Q: I have the band levels of PtS₂ at seven points of the zone. Can I estimate the two lowest empty ones by hand at another point?

The two lowest empty levels of bulk PtS₂ (space group P-3m1) at points of the k mesh, counted from the valence top. VASP 6.6.1, PBE with the recommended PAW PBE potentials, no spin polarisation or spin-orbit coupling, structure as given. The k mesh is 9×9×5, the plane-wave cutoff 520 eV and the Gaussian smearing width 0.011 eV.

```csv
point a (reciprocal cell vector),point b (reciprocal cell vector),point c (reciprocal cell vector),level point (row),level over 1 (eV),level over 2 (eV)
0.0000,0.0000,0.0000,1,2.460,2.460
0.3333,0.0000,0.0000,2,1.673,2.553
0.3333,0.3333,0.0000,3,1.050,1.050
0.2222,0.0000,0.2000,4,1.663,2.499
0.0000,0.2222,0.2000,5,1.075,1.957
0.0000,0.0000,0.4000,6,2.886,2.886
0.3333,0.3333,0.4000,7,2.110,2.110
```

A: Roughly, if you first find the centre of the pair and then its splitting. Pt(IV) has six d electrons, which fill three of its five d orbitals. By that count, the lowest empty pair should be the other two, the e$_g$ orbitals, whose lobes point at the sulfur atoms and are antibonding to them. How high the pair lies at a given point depends on how the e$_g$ orbitals of different Pt atoms couple through sulfur.

Q: Surely the nearest Pt atoms matter most?

A: Less than their distance suggests. The two bonds of a shared sulfur atom meet at nearly a right angle, so a sulfur p orbital that points at one Pt lies sideways to the other. Two sulfur atoms in sequence can do better, because their p orbitals overlap with each other. Such bridges lead to Pt atoms two lattice steps away in the layer, and to Pt atoms in the next layer along a path that bends by only about 24° at each sulfur.

Q: How does that become a formula?

A: Each kind of bridge runs in three directions and gives three cosines. With $a$, $b$, $c$ for point a, point b and point c, the layer sum $P$ and the gap sum $Q$ are

$$P=\cos4\pi a+\cos4\pi b+\cos4\pi(a+b)$$

$$Q=\cos2\pi(a+2b+c)+\cos2\pi(c-2a-b)+\cos2\pi(a-b+c)$$

A least-squares fit to the centres at all seven points gives, in eV above the valence top,

$$E_{\text{centre}}\approx1.97+0.24\,P-0.14\,Q$$

Q: Why do the two signs differ?

A: Across the gap between two layers, a positive cosine means that the facing sulfur lobes have the same sign. They bond, and the level falls. In the layer, the bridge leaves one Pt along one bond direction and reaches the next along a nearly perpendicular one. An e$_g$ orbital that is positive along one bond axis tends to be negative along the others. Averaged over the pair, a positive cosine therefore gives the facing sulfur lobes opposite signs, and the centre rises.

The extremes follow. At point 3 ($a=b=1/3$, $c=0$) $P$ is at its minimum and $Q$ at its maximum, so both terms lower the centre, and it is the lowest in the table. At point 6, on the vertical axis through the zone centre, both terms raise it, and it is the highest.

Q: And the splitting?

A: On a threefold axis of the zone, rotation together with inversion and time reversal makes the two levels equal, as at points 1, 3, 6 and 7. At the other three points they lie about 0.87 eV apart, so take half of that on either side of the centre. Close to an axis this constant is too large, since the splitting must shrink to zero there. Spin-orbit coupling, left out here, can split the equal pairs too.

Q: Please work one through.

A: Take point 5, with $a=0$, $b=0.2222$, $c=0.2$:

$$P=1-0.94-0.94=-0.88$$

$$Q=-0.62+0.99+0.99=1.36$$

$$E_{\text{centre}}=1.97-0.21-0.19=1.57$$

Half the splitting, 0.43 eV, puts the levels at 1.14 and 2.00 eV; the calculation gave 1.075 and 1.957 eV.

Point 7 lies on an axis, so the centre is enough. There $P=-1.5$ and $Q=3\cos144°=-2.43$, hence $1.97-0.36+0.34=1.95$ eV, against a computed 2.110 eV. Both points were part of the fit.

Q: What error should I allow at a new point?

A: About 0.3 eV for the centre, as a typical miss and not an upper bound. The two levels carry a further error from the splitting, which I can't put a number on. The constant comes from three points that all lie 0.22 to 0.33 of a reciprocal vector from the axis through the zone centre, along $a$ or $b$ alone, and it is untested elsewhere, for example at the zone edge. The fitted centres miss the computed ones by 0.13 eV (rms), but this grows to 0.33 eV when each point is predicted from the other six. Using nearest-neighbour cosines in the layer, or a plain cosine along $c$, roughly doubles the misfit. This favours the two-sulfur picture, but only mildly. The nearest-neighbour sum differs from $P$ only at points 4 and 5, so those two points alone decide between them, and the orientation of $Q$ was itself chosen to put them in the computed order. When each point is predicted from the others, the two rival rules miss by 0.50 and 0.41 eV. The output below lists the comparison.

Q: Where does the picture itself fail?

A: It treats the coupling between layers as equally strong everywhere. From $c=0$ to $c=0.4$ the rule raises the centre by 0.76 eV on both kinds of axis. The computed rise is 0.43 eV through the zone centre and 1.06 eV at $a=b=1/3$. The splitting shows a second flaw. If the layer coefficient came from its bridge alone, the two levels at point 2 would lie 1.46 eV apart, not 0.88 eV. The coefficients are therefore effective averages, not strengths of single bridges.

Q: Could I use it to find where in the zone the lowest empty level lies?

A: No. The lowest empty levels at points 3 and 5 differ by only 0.025 eV, far less than the rule's error, and the lowest empty level of the whole mesh lies slightly below both, at a point that is not in the table. The order of levels this close needs a full calculation with spin-orbit coupling.

Q: Does the rule carry over to a film with another layer spacing?

A: If the film is many layers thick and the stacking is the same, the cosines do, but the numbers in front need a new fit. In a film of only a few layers, $c$ is no longer a continuous coordinate and the rule doesn't apply. The gap term should weaken as the layers move apart, and with it the dependence on $c$. The constants here belong to a cell that was not relaxed and that is under a pressure of about 11 GPa in this calculation, and PBE usually places empty levels too close to the valence top.

Output of the analysis:

```
fit of centre on 7 rows: constant 1.973 +/- 0.065, coefficient of inlay 0.2433 +/- 0.035, coefficient of across -0.14 +/- 0.028; rms 0.128, worst 0.0 -0.177, leave-one-out rms 0.33
fit of centre on 7 rows: constant 1.839 +/- 0.15, coefficient of nearsum 0.2191 +/- 0.076, coefficient of across -0.137 +/- 0.058; rms 0.265, worst 0.0 0.431, leave-one-out rms 0.498
fit of centre on 7 rows: constant 2.08 +/- 0.14, coefficient of inlay 0.2276 +/- 0.069, coefficient of upright -0.313 +/- 0.17; rms 0.254, worst 0.3333 0.376, leave-one-out rms 0.41
Rule against computed levels (eV):
     row  row number   layer sum  gap sum  centre  rule centre  rule lower  lower miss  rule upper  upper miss
     0.0           1           3        3    2.46        2.283       2.283     -0.1767       2.283     -0.1767
  0.3333           2  -0.0007254     -1.5   2.113        2.183        1.75     0.07715       2.616     0.06315
  0.3333           3        -1.5        3    1.05        1.188       1.188      0.1383       1.188      0.1383
  0.2222           4     -0.8792   -1.731   2.081        2.002       1.569    -0.09432       2.435    -0.06432
     0.0           5     -0.8792    1.365   1.516        1.568       1.135     0.06034       2.001     0.04434
     0.0           6           3   -2.427   2.886        3.043       3.043      0.1571       3.043      0.1571
  0.3333           7        -1.5   -2.427    2.11        1.948       1.948     -0.1619       1.948     -0.1619
Typical splitting off the threefold axes (eV): 0.866
Rms miss of the rule over all fourteen levels (eV): 0.1285
Largest miss of the rule over all fourteen levels (eV): 0.1767
Rms scatter of the centres about their mean, no rule (eV): 0.5552
Computed rise of the centre from row 1 to row 6 (eV): 0.426
Computed rise of the centre from row 3 to row 7 (eV): 1.06
Rise that the rule gives for both (eV): 0.7598
Computed centre of row 4 less row 5 (eV): 0.565
The same difference from the rule (eV): 0.4333
Splitting in row 2 if the layer path were the only cause of its coefficient (eV): 1.46
Computed splitting in row 2 (eV): 0.88
Bend of the Pt-S-S-Pt path across the gap at each S (degrees): 24.13
Lowest empty level of row 5 less row 3 (eV): 0.025
```
